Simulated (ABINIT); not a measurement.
# SiC (F-43m): G0W0 with ABINIT, start to end, part 3 of 3

How does a plane-wave GW calculation on SiC (F-43m) run from the first input to the gap?

ABINIT 10.8.3; LDA and many-body steps on it, plane waves. Known limits of the many-body steps: not at the basis limit.

So far. Step 4 (Empty states on the mesh, 8×8×8 mesh, 125 bands): On this mesh the gap is 1.327 eV. Step 5 (Screening, 8×8×8 mesh, 117 bands, screening to 244.9 eV): Local fields lower ε∞ by 9 %.

### 6. Self-energy, 8×8×8 mesh, 117 bands, screening to 244.9 eV

The self-energy is evaluated for the states that the input lists, and the levels follow from it, in one-shot runs by the linearised quasiparticle equation.

This step: G0W0 on LDA, plane waves, norm-conserving pseudopotentials.

The input, run.abi:

```
acell 3*1.0 Angstrom
rprim 
  -0.000000000000 2.179000000000 2.179000000000
  2.179000000000 -0.000000000000 2.179000000000
  2.179000000000 2.179000000000 -0.000000000000
ntypat 2
znucl 14 6
natom 2
typat 1 2
xred 
  0.000000000000 0.000000000000 0.000000000000
  0.250000000000 0.250000000000 0.250000000000
pp_dirpath "pseudos"
pseudos "Si.upf, C.upf"
ecut 37
ngkpt 8 8 8
nshiftk 1
shiftk 0 0 0
kptopt 1
chksymbreak 0
istwfk *1
occopt 1
irdwfk 1
optdriver 4
nband 117
gwcalctyp 0
ecutsigx 37
symsigma 1
nkptgw 29
kptgw 
  0.0000000000 0.0000000000 0.0000000000
  0.1250000000 0.0000000000 0.0000000000
  0.2500000000 0.0000000000 0.0000000000
  0.3750000000 0.0000000000 0.0000000000
  0.5000000000 0.0000000000 0.0000000000
  0.1250000000 0.1250000000 0.0000000000
  0.2500000000 0.1250000000 0.0000000000
  0.3750000000 0.1250000000 0.0000000000
  0.5000000000 0.1250000000 0.0000000000
  -0.3750000000 0.1250000000 0.0000000000
  -0.2500000000 0.1250000000 0.0000000000
  -0.1250000000 0.1250000000 0.0000000000
  0.2500000000 0.2500000000 0.0000000000
  0.3750000000 0.2500000000 0.0000000000
  0.5000000000 0.2500000000 0.0000000000
  -0.3750000000 0.2500000000 0.0000000000
  -0.2500000000 0.2500000000 0.0000000000
  0.3750000000 0.3750000000 0.0000000000
  0.5000000000 0.3750000000 0.0000000000
  -0.3750000000 0.3750000000 0.0000000000
  0.5000000000 0.5000000000 0.0000000000
  0.3750000000 0.2500000000 0.1250000000
  0.5000000000 0.2500000000 0.1250000000
  -0.3750000000 0.2500000000 0.1250000000
  0.5000000000 0.3750000000 0.1250000000
  -0.3750000000 0.3750000000 0.1250000000
  -0.2500000000 0.3750000000 0.1250000000
  -0.3750000000 0.5000000000 0.1250000000
  -0.2500000000 0.5000000000 0.2500000000
bdgw 
  1 8
  1 8
  1 8
  1 8
  1 8
  1 8
  1 8
  1 8
  1 8
  1 8
  1 8
  1 8
  1 8
  1 8
  1 8
  1 8
  1 8
  1 8
  1 8
  1 8
  1 8
  1 8
  1 8
  1 8
  1 8
  1 8
  1 8
  1 8
  1 8
ecuteps 9
irdscr 1
ppmodel 1
indata_prefix "in"
outdata_prefix "out"
tmpdata_prefix "tmp"
```

Launch:

```sh
$ OMP_NUM_THREADS=1 mpirun -n 4 abinit run.abi > log
```

Numbers of over 12 decimals in the logs are rounded to 6 here.

What it wrote:

```text
.Version 10.8.3 of ABINIT. v10.8.2 released Aug 2026.

 Symmetries : space group F-4 3 m (#216); Bravais cF (face-center cubic)
[... echo of the input left out ...]
== DATASET  1 ==================================================================
-   mpi_nproc: 4, omp_nthreads: 1 (-1 if OMP is not activated)

--- !DatasetInfo
iteration_state: {dtset: 1, }
dimensions: {natom: 2, nkpt: 29, mband: 117, nsppol: 1, nspinor: 1, nspden: 1, mpw: 1524, }
cutoff_energies: {ecut:  37.0, pawecutdg:  -1.0, }
electrons: {nelect:   8.00000000E+00, charge:   0.00000000E+00, occopt:   1.00000000E+00, tsmear:   1.00000000E-02, }

 SIGMA: Calculation of the GW corrections

 Based on a program developped by R.W. Godby, V. Olevano, G. Onida, and L. Reining.
 Incorporated in ABINIT by V. Olevano, G.-M. Rignanese, and M. Torrent.
.Using double precision arithmetic ; gwpc =  8

[... cell and pseudopotentials left out ...]
--------------------------------------------------------------------------------

 ==== K-mesh for the wavefunctions ====
 Number of points in the irreducible wedge :    29
[... list of points left out ...]
 Together with 24 symmetry operations and time-reversal symmetry
 yields   512 points in the full Brillouin Zone.

 ==== Q-mesh for screening function ====
 Number of points in the irreducible wedge :    29
[... list of points left out ...]
 Together with 24 symmetry operations and time-reversal symmetry
 yields   512 points in the full Brillouin Zone.

 vcoul_init : cutoff-mode = AUXILIARY_FUNCTION
 q-points for optical limit:   1
     1)      0.000010    0.000020    0.000030
 setmesh: FFT mesh size selected  =    32x   32x   32
          total number of points  =        32768

 Number of electrons calculated from density =    8.0000; Expected =    8.0000
 average of density, n =  0.057292
 r_s =    1.6092
 omega_plasma =   23.0888 [eV]

 === KS Band Gaps ===
  >>>> For spin  1
   Minimum direct gap =   4.5260 [eV], located at k-point      :   0.5000  0.5000  0.0000
   Fundamental gap    =   1.3272 [eV], Top of valence bands at :   0.0000  0.0000  0.0000
                                       Bottom of conduction at :   0.5000  0.5000  0.0000
 SIGMA fundamental parameters:
 PLASMON POLE MODEL  1
 number of plane-waves for SigmaX                 1459
 number of plane-waves for SigmaC and W            169
 number of plane-waves for wavefunctions          1459
 number of bands                                   117
 number of independent spin polarizations            1
 number of spinorial components                      1
 number of k-points in IBZ                          29
 number of q-points in IBZ                          29
 number of symmetry operations                      24
 number of k-points in BZ                          512
 number of q-points in BZ                          512
 number of frequencies for dSigma/dE                 9
 frequency step for dSigma/dE [eV]                0.25
 number of omega for Sigma on real axis              0
 max omega for Sigma on real axis  [eV]           0.00
 zcut for avoiding poles [eV]                     0.10

 EPSILON^-1 parameters (SCR file):
 dimension of the eps^-1 matrix on file            169
 dimension of the eps^-1 matrix used               169
 number of plane-waves for wavefunctions          1459
 number of bands                                   117
 number of q-points in IBZ                          29
 number of frequencies                               2
 number of real frequencies                          1
 number of imag frequencies                          1

 matrix elements of self-energy operator (all in [eV])

 Perturbative Calculation

--- !SelfEnergy_ee
iteration_state: {dtset: 1, }
kpoint     : [   0.000,    0.000,    0.000, ]
spin       : 1
KS_gap     :    6.285
QP_gap     :    7.252
Delta_QP_KS:    0.967
data: !SigmaeeData |
     Band     E0 <VxcDFT>   SigX SigC(E0)      Z dSigC/dE  Sig(E)    E-E0       E
        1  -8.219 -12.751 -21.775   7.912   0.645  -0.549 -13.469  -0.718  -8.937
        2   7.107 -14.822 -17.509   1.830   0.791  -0.264 -15.500  -0.678   6.428
        3   7.107 -14.822 -17.509   1.830   0.791  -0.264 -15.500  -0.678   6.428
        4   7.107 -14.822 -17.509   1.830   0.791  -0.264 -15.500  -0.678   6.428
        5  13.392 -13.266  -7.596  -5.304   0.788  -0.270 -12.978   0.288  13.680
        6  14.309 -11.393  -5.873  -5.134   0.805  -0.243 -11.083   0.311  14.620
        7  14.309 -11.393  -5.873  -5.134   0.805  -0.243 -11.083   0.311  14.620
        8  14.309 -11.393  -5.873  -5.134   0.805  -0.243 -11.083   0.311  14.620

--- !SelfEnergy_ee
iteration_state: {dtset: 1, }
kpoint     : [   0.125,    0.000,    0.000, ]
spin       : 1
KS_gap     :    6.659
QP_gap     :    7.653
Delta_QP_KS:    0.995
data: !SigmaeeData |
     Band     E0 <VxcDFT>   SigX SigC(E0)      Z dSigC/dE  Sig(E)    E-E0       E
        1  -7.913 -12.789 -21.714   7.776   0.658  -0.519 -13.545  -0.756  -8.670
        2   5.634 -14.177 -17.378   2.182   0.786  -0.272 -14.979  -0.802   4.833
[...]
--- !SelfEnergy_ee
iteration_state: {dtset: 1, }
kpoint     : [   0.250,    0.000,    0.000, ]
spin       : 1
KS_gap     :    6.552
QP_gap     :    7.604
Delta_QP_KS:    1.052
data: !SigmaeeData |
     Band     E0 <VxcDFT>   SigX SigC(E0)      Z dSigC/dE  Sig(E)    E-E0       E
[...]
--- !SelfEnergy_ee
iteration_state: {dtset: 1, }
kpoint     : [   0.375,    0.000,    0.000, ]
spin       : 1
KS_gap     :    6.467
QP_gap     :    7.560
Delta_QP_KS:    1.093
data: !SigmaeeData |
     Band     E0 <VxcDFT>   SigX SigC(E0)      Z dSigC/dE  Sig(E)    E-E0       E
[...]
--- !SelfEnergy_ee
iteration_state: {dtset: 1, }
kpoint     : [   0.500,    0.000,    0.000, ]
spin       : 1
KS_gap     :    6.446
QP_gap     :    7.553
Delta_QP_KS:    1.108
data: !SigmaeeData |
     Band     E0 <VxcDFT>   SigX SigC(E0)      Z dSigC/dE  Sig(E)    E-E0       E
[...]
--- !SelfEnergy_ee
iteration_state: {dtset: 1, }
kpoint     : [   0.125,    0.125,    0.000, ]
spin       : 1
KS_gap     :    6.793
QP_gap     :    7.812
Delta_QP_KS:    1.018
data: !SigmaeeData |
     Band     E0 <VxcDFT>   SigX SigC(E0)      Z dSigC/dE  Sig(E)    E-E0       E
[...]
--- !SelfEnergy_ee
iteration_state: {dtset: 1, }
kpoint     : [   0.250,    0.125,    0.000, ]
spin       : 1
KS_gap     :    6.614
QP_gap     :    7.695
Delta_QP_KS:    1.081
data: !SigmaeeData |
     Band     E0 <VxcDFT>   SigX SigC(E0)      Z dSigC/dE  Sig(E)    E-E0       E
[...]
--- !SelfEnergy_ee
iteration_state: {dtset: 1, }
kpoint     : [   0.375,    0.125,    0.000, ]
spin       : 1
KS_gap     :    6.870
QP_gap     :    8.048
Delta_QP_KS:    1.178
data: !SigmaeeData |
     Band     E0 <VxcDFT>   SigX SigC(E0)      Z dSigC/dE  Sig(E)    E-E0       E
[...]
--- !SelfEnergy_ee
iteration_state: {dtset: 1, }
kpoint     : [   0.500,    0.125,    0.000, ]
spin       : 1
KS_gap     :    6.790
QP_gap     :    7.992
Delta_QP_KS:    1.202
data: !SigmaeeData |
     Band     E0 <VxcDFT>   SigX SigC(E0)      Z dSigC/dE  Sig(E)    E-E0       E
[...]
--- !SelfEnergy_ee
[...]
kpoint     : [  -0.375,    0.125,    0.000, ]
spin       : 1
KS_gap     :    6.873
QP_gap     :    8.065
Delta_QP_KS:    1.191
data: !SigmaeeData |
     Band     E0 <VxcDFT>   SigX SigC(E0)      Z dSigC/dE  Sig(E)    E-E0       E
[...]
--- !SelfEnergy_ee
iteration_state: {dtset: 1, }
kpoint     : [   0.500,    0.375,    0.125, ]
spin       : 1
KS_gap     :    6.738
QP_gap     :    7.958
Delta_QP_KS:    1.220
data: !SigmaeeData |
     Band     E0 <VxcDFT>   SigX SigC(E0)      Z dSigC/dE  Sig(E)    E-E0       E
[...]
--- !SelfEnergy_ee
iteration_state: {dtset: 1, }
kpoint     : [  -0.375,    0.375,    0.125, ]
spin       : 1
KS_gap     :    7.696
QP_gap     :    8.988
Delta_QP_KS:    1.293
data: !SigmaeeData |
     Band     E0 <VxcDFT>   SigX SigC(E0)      Z dSigC/dE  Sig(E)    E-E0       E
[...]
--- !SelfEnergy_ee
iteration_state: {dtset: 1, }
kpoint     : [  -0.250,    0.375,    0.125, ]
spin       : 1
KS_gap     :    7.811
QP_gap     :    9.126
Delta_QP_KS:    1.315
data: !SigmaeeData |
     Band     E0 <VxcDFT>   SigX SigC(E0)      Z dSigC/dE  Sig(E)    E-E0       E
[...]
--- !SelfEnergy_ee
iteration_state: {dtset: 1, }
kpoint     : [  -0.375,    0.500,    0.125, ]
spin       : 1
KS_gap     :    7.083
QP_gap     :    8.318
Delta_QP_KS:    1.235
data: !SigmaeeData |
     Band     E0 <VxcDFT>   SigX SigC(E0)      Z dSigC/dE  Sig(E)    E-E0       E
[...]
--- !SelfEnergy_ee
iteration_state: {dtset: 1, }
kpoint     : [  -0.250,    0.500,    0.250, ]
spin       : 1
KS_gap     :    9.864
QP_gap     :   11.282
Delta_QP_KS:    1.417
data: !SigmaeeData |
     Band     E0 <VxcDFT>   SigX SigC(E0)      Z dSigC/dE  Sig(E)    E-E0       E
[...]
4   2.393 -12.326 -16.368   2.842   0.778  -0.285 -13.260  -0.935   1.458
        5  12.257 -12.380  -7.123  -4.655   0.801  -0.248 -11.897   0.483  12.740
        6  16.441 -13.428  -6.700  -5.885   0.782  -0.279 -12.769   0.659  17.100
        7  16.480 -11.521  -5.009  -6.063   0.786  -0.272 -11.168   0.353  16.833
        8  16.748 -11.185  -5.233  -5.346   0.805  -0.243 -10.697   0.487  17.235

 New Fermi energy :        2.775372E-01 Ha ,    7.552172E+00 eV
 New Exchange energy :    -2.724524E+00 Ha ,   -7.413808E+01 eV

 === QP Band Gaps ===
  >>>> For spin  1
   Minimum direct gap =   5.6946 [eV], located at k-point      :   0.5000  0.5000  0.0000
   Fundamental gap    =   2.2476 [eV], Top of valence bands at :   0.0000  0.0000  0.0000
                                       Bottom of conduction at :   0.5000  0.5000  0.0000

== END DATASET(S) ==============================================================
================================================================================

 -outvars: echo values of variables after computation  --------
           etotal      0.0000000000E+00
            nband         117
             nkpt          29
          spgroup         216
 [... the other variables as echoed above ...]

 Calculation completed.
```

Run time: 37 min. Hardware: 4 MPI ranks of Arm Neoverse V1, shared host; peak memory 1.5 GiB.

Numbers from this step:

```yaml
g0w0_gap_on_the_mesh: 2.248 eV
starting_gap_on_the_mesh: 1.327 eV
k_of_the_valence_top: 0, 0, 0
k_of_the_conduction_bottom: 0.5, 0.5, 0
z_at_the_valence_top: 0.791
z_at_the_conduction_bottom: 0.819
least_direct_g0w0_gap_on_the_computed_points: 5.695 eV
```

The gap on the mesh goes from 1.33 eV to 2.25 eV, a correction of +0.92 eV.

Limits: finite bands, cutoff and mesh. v1 is the top filled band, c1 the lowest empty one. Levels before and after the correction, in eV, zero at the valence-band top of each column:

```
           conduction bottom  valence top
Kohn-Sham               1.33         0.00
     G0W0               2.25         0.00
```

```
                       level  energy (eV)
Kohn-Sham            Γ v3-v1        0.000
Kohn-Sham               Γ c1        6.285
Kohn-Sham            Γ c2-c3        7.203
Kohn-Sham     (0.5 0.5 0) v3       -7.825
Kohn-Sham  (0.5 0.5 0) v2-v1       -3.199
Kohn-Sham     (0.5 0.5 0) c1        1.327
Kohn-Sham     (0.5 0.5 0) c2        4.200
Kohn-Sham     (0.5 0.5 0) c3       13.815
     G0W0            Γ v3-v1        0.000
     G0W0               Γ c1        7.252
     G0W0            Γ c2-c3        8.192
     G0W0     (0.5 0.5 0) v3       -8.165
     G0W0  (0.5 0.5 0) v2-v1       -3.447
     G0W0     (0.5 0.5 0) c1        2.248
     G0W0     (0.5 0.5 0) c2        5.289
     G0W0     (0.5 0.5 0) c3       14.975
```

### 7. Where the time went

Times are wall times on 4 MPI ranks of Arm Neoverse V1, shared host, good to a factor of about two.

| step | time | share | memory (GiB) |
| --- | --- | --- | --- |
| ground state | 4 s | 0 % | 0.25 |
| bands along the symmetry lines | 3.9 s | 0 % | 0.24 |
| empty states on the mesh | 23 s | 1 % | 0.75 |
| screening | 3.7 min | 9 % | 1.4 |
| self-energy | 37 min | 90 % | 1.5 |

### 8. Results

| Quantity | Value |
| --- | --- |
| LDA gap | 1.33 eV, indirect |
| G0W0 gap on the mesh | 2.25 eV |
| GW settings | 8×8×8 mesh, 117 bands, screening to 244.9 eV, Godby-Needs plasmon pole |
| known limits | not at the basis limit |

**Reading.** G0W0 moves the gap on the mesh from 1.33 eV to 2.25 eV (+0.92 eV), with Z of 0.79 and 0.82 at the edges. Local fields lower the RPA ε∞ on this mesh from 7.41 to 6.77. The dearest step here is «self-energy». Against experiment, by G0W0@LDA: the gap of 2.25 eV lies −0.15 eV from the measured 2.4 eV (indirect, 2018); the gap of 2.25 eV lies −0.14 eV from the measured 2.39 eV (kind not stated, quoted 2020). The calculation has static nuclei and no excitons; a measured gap holds zero-point and thermal motion, which mostly lowers it. Bands and cutoff are finite, so the gap is not at the basis limit. The miss can reach some tenths of an eV and take either sign; the mesh is an error of its own.

[Paths, hosts, dates, memory and timing lines, banners, echoed tables and standing remarks are left out of the program output.]

[Logs are printed without paths, hosts, clocks, repeated set-up lines and the standing remarks that a program may print on its own settings, such as how far it seeks lower states.]

[Runs of the session that timed out or met a known fault of the program may be left out.]

[Hosts, paths, dates, database ids (printed as entryN), source tags and the programs' standing remarks are cut or masked in the printed files.]

[G0W0 gaps are taken among the corrected bands and points alone; a level outside them can change the order at an edge.]

[Where Ansatz stands beside ABINIT at settings called matched, ABINIT's density can come from a denser mesh and the files from another edition; pairs whose starting gaps differed by over 0.03 eV were left out, so agreement reads better than it is.]
